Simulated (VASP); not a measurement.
# Y (P6_3/mmc) in VASP: further runs, part 2 of 2

VASP 6.6.1.

### 4 Single point, PBEsol

File INCAR:

```
SYSTEM = Y
PREC     = Accurate       ! precision mode
ENCUT    = 550            ! plane-wave cutoff, eV
EDIFF    = 1E-6           ! SCF threshold, eV
ISMEAR   = -1             ! smearing method
SIGMA    = 0.15           ! smearing width, eV
LREAL    = .FALSE.        ! projectors in reciprocal space
LASPH    = .TRUE.         ! aspherical terms in the spheres
NELM     = 100            ! most SCF steps
ALGO     = Normal         ! electronic algorithm
ISIF     = 2              ! what is computed and relaxed
LWAVE    = .FALSE.        ! write WAVECAR
LCHARG   = .FALSE.        ! write CHGCAR
GGA      = PS             ! functional
NBANDS   = 18             ! bands
ADDGRID  = .FALSE.
```

File KPOINTS:

```
Automatic mesh
0
G
  13 13 7
  0 0 0
```

File POSCAR:

```
Y
1.0
    3.6474000000      0.0000000000      0.0000000000
   -1.8237000000      3.1587410578      0.0000000000
    0.0000000000      0.0000000000      5.7306000000
Y
2
Direct
    0.6666666667      0.3333333333      0.7500000000
    0.3333333333      0.6666666667      0.2500000000
```

Potentials or basis: VASP PAW PBE potentials, release 64 (Y_sv).

On the command line:

```bash
$ cat potpaw_PBE.64/Y_sv/POTCAR > POTCAR
$ mpirun -np 1 vasp_std > vasp.out
```

OUTCAR:

```text
SYSTEM = Y
   PREC = Accurate
   ENCUT = 550
   EDIFF = 1E-6
   ISMEAR = -1
   LREAL = .FALSE.
   LASPH = .TRUE.
   NELM = 100
   ISIF = 2
   GGA = PS

 Found     84 irreducible k-points:

 Following reciprocal coordinates:
            Coordinates               Weight
  0.000000  0.000000  0.000000      1.000000
  0.076923 -0.000000  0.000000      6.000000
  0.153846  0.000000  0.000000      6.000000
  0.230769 -0.000000  0.000000      6.000000
  0.307692  0.000000  0.000000      6.000000
[... 203 lines left out ...]
------------------------ aborting loop because EDIFF is reached ----------------------------------------

  FORCE on cell =-STRESS in cart. coord.  units (eV):
  Direction    XX          YY          ZZ          XY          YZ          ZX
  --------------------------------------------------------------------------------------
  -------------------------------------------------------------------------------------
  Total       -0.7884554     -0.7884554     -0.8431154     -0.0000000      0.0000000      0.0000000
  in kB      -19.1333129    -19.1333129    -20.4597379     -0.0000000      0.0000000      0.0000000
  external PRESSURE =     -19.5754546 kB  Pullay stress =       0.0000000 kB

 VOLUME and BASIS-vectors are now :
 -----------------------------------------------------------------------------
  energy-cutoff  :      550.00
  volume of cell :       66.02
      direct lattice vectors                 reciprocal lattice vectors
     3.647400000  0.000000000  0.000000000     0.274167900  0.158290911  0.000000000
    -1.823700000  3.158741058  0.000000000     0.000000000  0.316581822  0.000000000
     0.000000000  0.000000000  5.730600000     0.000000000  0.000000000  0.174501797

 POSITION                                       TOTAL-FORCE (eV/Angst)
 -----------------------------------------------------------------------------------
      1.82370      1.05291      4.29795        -0.000000      0.000000      0.000000
     -0.00000      2.10583      1.43265         0.000000     -0.000000      0.000000
 -----------------------------------------------------------------------------------
    total drift:                               -0.000000      0.000000     -0.000000

  FREE ENERGIE OF THE ION-ELECTRON SYSTEM (eV)
  ---------------------------------------------------
  free  energy   TOTEN  =       -13.7497392351 eV

  energy  without entropy=      -13.4962980142  energy(sigma->0) =      -13.62301862
```

OSZICAR:

```text
N       E                     dE             d eps       ncg     rms          rms(c)
DAV:   1     0.902473911469E+02    0.90247E+02   -0.11603E+04  3024   0.120E+03
DAV:   2    -0.651885213960E+01   -0.96766E+02   -0.95093E+02  3776   0.267E+02
DAV:   3    -0.140276212719E+02   -0.75088E+01   -0.74329E+01  5326   0.439E+01
DAV:   4    -0.142231179936E+02   -0.19550E+00   -0.19490E+00  3728   0.727E+00
DAV:   5    -0.142288426697E+02   -0.57247E-02   -0.57226E-02  4420   0.901E-01    0.332E+01
DAV:   6    -0.138380995914E+02    0.39074E+00   -0.47469E-01  3342   0.408E+00    0.205E+01
DAV:   7    -0.137628419335E+02    0.75258E-01   -0.90822E-01  4018   0.517E+00    0.179E+00
DAV:   8    -0.137504367977E+02    0.12405E-01   -0.16444E-01  3720   0.230E+00    0.113E+00
DAV:   9    -0.137496629695E+02    0.77383E-03   -0.44868E-03  4076   0.410E-01    0.436E-01
DAV:  10    -0.137497911971E+02   -0.12823E-03   -0.17856E-03  3334   0.371E-01    0.307E-01
DAV:  11    -0.137497443352E+02    0.46862E-04   -0.10577E-04  4362   0.850E-02    0.570E-02
DAV:  12    -0.137497374072E+02    0.69280E-05   -0.29026E-05  3312   0.458E-02    0.150E-02
DAV:  13    -0.137497390645E+02   -0.16573E-05   -0.47961E-06  3402   0.179E-02    0.317E-03
DAV:  14    -0.137497392351E+02   -0.17056E-06   -0.14497E-07  1838   0.313E-03
   1 F= -.13749739E+02 E0= -.13623019E+02  d E =-.253441E+00
```

stdout:

```text
POSCAR found type information on POSCAR Y
 POSCAR found :  1 types and       2 ions
 scaLAPACK will be used
 -----------------------------------------------------------------------------
|                                                                             |
|                                                                             |
|     You enforced a specific xc type in the INCAR file but a different       |
|     I HOPE YOU KNOW WHAT YOU ARE DOING!                                     |
|                                                                             |
 -----------------------------------------------------------------------------

 LDA part: xc-table for (Slater+PW92), standard interpolation
 POSCAR, INCAR and KPOINTS ok, starting setup
 FFT: planning ... GRIDC
 FFT: planning ... GRID_SOFT
 FFT: planning ... GRID
 WAVECAR not read
 entering main loop
```

It took 50 s on 1 thread of AMD EPYC 9R45 (Zen 5), shared host; peak memory 0.23 GiB.

These settings aren't checked as converged: the numbers below hold their error.

What came out:

| Property | Result |
| --- | --- |
| Free energy | -13.7497 eV |
| Pressure | -2.0 GPa |
| Band gap on the k mesh | none (metal or under the smearing width) |

Caveat: the PAW data sets were made with another functional, which shifts forces and pressure a little.

### 5 Single point, PBEsol

INCAR, as its differences from that of step 4:

```diff
@@ -2,3 +2,3 @@
 PREC     = Accurate       ! precision mode
-ENCUT    = 550            ! plane-wave cutoff, eV
+ENCUT    = 400            ! plane-wave cutoff, eV
 EDIFF    = 1E-6           ! SCF threshold, eV
```

File KPOINTS:

```
Automatic mesh
0
G
  15 15 9
  0 0 0
```

POSCAR is that of step 4.

On the command line:

```bash
$ cat potpaw_PBE.64/Y_sv/POTCAR > POTCAR
$ mpirun -np 1 vasp_std > vasp.out
```

Run time: 48 s. Hardware: 1 thread of AMD EPYC 9R45 (Zen 5), shared host; peak memory 0.21 GiB.

The run converged, but some of its settings lie outside the range that counts as converged, so its numbers aren't taken as properties of the crystal.

Results:

```
Free energy            : -13.7492 eV
Pressure               : -2.0 GPa
Band gap on the k mesh : none (metal or under the smearing width)
```

Caveat: the PAW data sets were made with another functional, which shifts forces and pressure a little.

### 6 Single point, PBEsol

INCAR, as its differences from that of step 5:

```diff
@@ -2,3 +2,3 @@
 PREC     = Accurate       ! precision mode
-ENCUT    = 400            ! plane-wave cutoff, eV
+ENCUT    = 300            ! plane-wave cutoff, eV
 EDIFF    = 1E-6           ! SCF threshold, eV
```

File KPOINTS:

```
Automatic mesh
0
G
  18 18 10
  0 0 0
```

POSCAR is that of step 5.

Potentials or basis: VASP PAW PBE potentials, release 64 (Y_sv).

On the command line:

```bash
$ cat potpaw_PBE.64/Y_sv/POTCAR > POTCAR
$ mpirun -np 1 vasp_std > vasp.out
```

OUTCAR:

```text
SYSTEM = Y
   PREC = Accurate
   ENCUT = 300
   EDIFF = 1E-6
   ISMEAR = -1
   LREAL = .FALSE.
   LASPH = .TRUE.
   NELM = 100
   ISIF = 2
   GGA = PS

 Found    222 irreducible k-points:

 Following reciprocal coordinates:
            Coordinates               Weight
  0.000000  0.000000  0.000000      1.000000
  0.055556 -0.000000  0.000000      6.000000
  0.111111 -0.000000  0.000000      6.000000
  0.166667  0.000000  0.000000      6.000000
  0.222222 -0.000000  0.000000      6.000000
  0.277778  0.000000  0.000000      6.000000
   k-points           NKPTS =    222   k-points in BZ     NKDIM =    222   number of bands    NBANDS=     18
   number of dos      NEDOS =    301   number of ions     NIONS =      2
   total plane-waves  NPLWV =  18432
   dimension x,y,z NGX =    24 NGY =   24 NGZ =   32
   dimension x,y,z NGXF=    48 NGYF=   48 NGZF=   64
   ions per type =               2
   NGX,Y,Z   is equivalent  to a cutoff of  10.94, 10.94,  9.28 a.u.
   NGXF,Y,Z  is equivalent  to a cutoff of  21.88, 21.88, 18.57 a.u.
 SYSTEM =  Y
   PREC   = accura    normal or accurate (medium, high low for compatibility)
   ISTART =      0    job   : 0-new  1-cont  2-samecut
   ICHARG =      2    charge: 1-file 2-atom 10-const
   ISPIN  =      1    spin polarized calculation?
   LNONCOLLINEAR =      F non collinear calculations
   LSORBIT =      F    spin-orbit coupling
   LASPH  =      T    aspherical Exc in radial PAW
   ENCUT  =  300.0 eV  22.05 Ry    4.70 a.u.   5.15  5.15  8.09*2*pi/ulx,y,z
   NELM   =    100;   NELMIN=  2; NELMDL= -5     # of ELM steps
   EDIFF  = 0.1E-05   stopping-criterion for ELM
   LREAL  =      F    real-space projection
   EDIFFG = 0.1E-04   stopping-criterion for IOM
   NSW    =      0    number of steps for IOM
   IBRION =     -1    ionic relax: 0-MD 1-quasi-New 2-CG
   NFREE  =      0    steps in history (QN), initial steepest desc. (CG)
   ISIF   =      2    stress and relaxation
   ISYM   =      2    0-nonsym 1-usesym 2-fastsym
   POTIM  = 0.5000    time-step for ionic-motion
   TEBEG  =    0.0;   TEEND  =   0.0 temperature during run
   PSTRESS=    0.0 pullay stress
   NELECT =      22.0000    total number of electrons
   NUPDOWN=      -1.0000    fix difference up-down
   EMIN   =  10.00;   EMAX   =-10.00  energy-range for DOS
   EFERMI =   0.00;   METHOD = LEGACY
   ISMEAR =    -1;   SIGMA  =   0.15  broadening in eV -4-tet -1-fermi 0-gaus
   EFERMI_NEDOS =   21; number of points for ismear=-14 and -15
   IALGO  =     38    algorithm
   IMIX   =      4    mixing-type and parameters
     AMIX     =   0.40;   BMIX     =  1.00
     AMIX_MAG =   1.60;   BMIX_MAG =  1.00
  volume/ion in A,a.u.               =      33.01       222.77
  Fermi-wavevector in a.u.,A,eV,Ry     =   1.134967  2.144777 17.526345  1.288150
  Thomas-Fermi vector in A             =   2.271671
   LORBIT       =      0    0 simple, 1 ext, 2 COOP (PROOUT), +10 PAW based schemes
   GGA     = PS    functional components
   LHFCALC =     F    Hartree Fock is set to
   AEXX    =    0.0000 exact exchange contribution
   IVDW    =     0    specifies the selected vdW correction
   LEPSILON=     F    determine dielectric tensor
   LRPA    =     F    only Hartree local field effects (RPA)
 non-spin polarized calculation
  energy-cutoff  :      300.00
  volume of cell :       66.02
 maximum number of plane-waves:       796
 NGX is ok and might be reduce to    24
   NGX = 11   NGY = 11   NGZ = 17

 number of electron      22.0000008 magnetization

 Free energy of the ion-electron system (eV)
  ---------------------------------------------------
  ext. energy  EPLUGINS =         0.00000000
  ---------------------------------------------------
  free energy    TOTEN  =       -13.74459099 eV

  energy without entropy =      -13.49131020  energy(sigma->0) =      -13.61795059

 E-fermi :   2.8643     XC(G=0):  -9.5131

 val. band max:        2.8585156131   @ k =   0.4444  -0.0000   0.3000
 cond. band min:       2.8708185258   @ k =   0.3889   0.2222   0.4000
 fundamental gap:      0.0123029126
 Fermi energy:         2.8642949908

 k-point     1 :       0.0000    0.0000    0.0000
  band No.  band energies     occupation
      1     -39.7411      2.00000
      2     -39.6690      2.00000
      3     -20.0390      2.00000
      4     -19.5607      2.00000
      5     -19.5607      2.00000
      6     -19.4724      2.00000
[... 10 lines left out ...]
     17       5.6358      0.00000
     18       5.6358      0.00000

 k-point     2 :       0.0556   -0.0000    0.0000
  band No.  band energies     occupation
      1     -39.7396      2.00000
      2     -39.6684      2.00000
      3     -20.0335      2.00000
      4     -19.5720      2.00000
      5     -19.5646      2.00000
      6     -19.4843      2.00000
[... 10 lines left out ...]
     17       5.5408      0.00000
     18       5.5706      0.00000

 k-point     3 :       0.1111   -0.0000    0.0000
  band No.  band energies     occupation
      1     -39.7351      2.00000
      2     -39.6669      2.00000
      3     -20.0175      2.00000
      4     -19.6043      2.00000
      5     -19.5755      2.00000
      6     -19.5180      2.00000
[... 10 lines left out ...]
     17       5.4029      0.00000
     18       5.4312      0.00000

 k-point     4 :       0.1667    0.0000    0.0000
  band No.  band energies     occupation
      1     -39.7282      2.00000
      2     -39.6646      2.00000
      3     -19.9917      2.00000
      4     -19.6540      2.00000
      5     -19.5917      2.00000
      6     -19.5687      2.00000
[... 10 lines left out ...]
     17       5.5386      0.00000
     18       5.7086      0.00000

 k-point     5 :       0.2222   -0.0000    0.0000
  band No.  band energies     occupation
      1     -39.7194      2.00000
      2     -39.6621      2.00000
      3     -19.9580      2.00000
      4     -19.7151      2.00000
      5     -19.6292      2.00000
      6     -19.6110      2.00000
[... 10 lines left out ...]
     17       5.8556      0.00000
     18       6.0804      0.00000

 k-point     6 :       0.2778    0.0000    0.0000
  band No.  band energies     occupation
      1     -39.7096      2.00000
      2     -39.6598      2.00000
      3     -19.9184      2.00000
      4     -19.7804      2.00000
      5     -19.6918      2.00000
      6     -19.6310      2.00000
[... 10 lines left out ...]
     17       6.2378      0.00000
     18       6.5268      0.00000

 [... further k-points ...]

------------------------ aborting loop because EDIFF is reached ----------------------------------------

  FORCE on cell =-STRESS in cart. coord.  units (eV):
  Direction    XX          YY          ZZ          XY          YZ          ZX
  --------------------------------------------------------------------------------------
  -------------------------------------------------------------------------------------
  Total       -0.8602524     -0.8602524     -0.9215171      0.0000000      0.0000000      0.0000000
  in kB      -20.8756008    -20.8756008    -22.3622995      0.0000000      0.0000000      0.0000000
  external PRESSURE =     -21.3711670 kB  Pullay stress =       0.0000000 kB

 VOLUME and BASIS-vectors are now :
 -----------------------------------------------------------------------------
  energy-cutoff  :      300.00
  volume of cell :       66.02
      direct lattice vectors                 reciprocal lattice vectors
     3.647400000  0.000000000  0.000000000     0.274167900  0.158290911  0.000000000
    -1.823700000  3.158741058  0.000000000     0.000000000  0.316581822  0.000000000
     0.000000000  0.000000000  5.730600000     0.000000000  0.000000000  0.174501797

 POSITION                                       TOTAL-FORCE (eV/Angst)
 -----------------------------------------------------------------------------------
      1.82370      1.05291      4.29795        -0.000000      0.000000      0.000000
     -0.00000      2.10583      1.43265         0.000000     -0.000000      0.000000
 -----------------------------------------------------------------------------------
    total drift:                               -0.000000      0.000000     -0.000000

  FREE ENERGIE OF THE ION-ELECTRON SYSTEM (eV)
  ---------------------------------------------------
  free  energy   TOTEN  =       -13.7445909875 eV

  energy  without entropy=      -13.4913101969  energy(sigma->0) =      -13.61795059
```

It took 55 s on 1 thread of AMD EPYC 9R45 (Zen 5), shared host; peak memory 0.2 GiB.

The run converged, but some of its settings lie outside the range that counts as converged, so its numbers aren't taken as properties of the crystal.

Results:

| Property | Result |
| --- | --- |
| Free energy | -13.7446 eV |
| Pressure | -2.1 GPa |
| Band gap on the k mesh | none (metal or under the smearing width) |

Caveat: the PAW data sets were made with another functional, which shifts forces and pressure a little.

### 7 The reference run

An earlier run on the cell as given: functional PBE; potentials or basis VASP PAW PBE potentials, release 64 (Y_sv); cutoff 520 eV; k mesh 8 × 8 × 5; occupations fermi-dirac, width 0.05 eV; no spin polarisation.

* Pressure: -0.2 GPa
* Band gap on the k mesh: none (metal or under the smearing width)
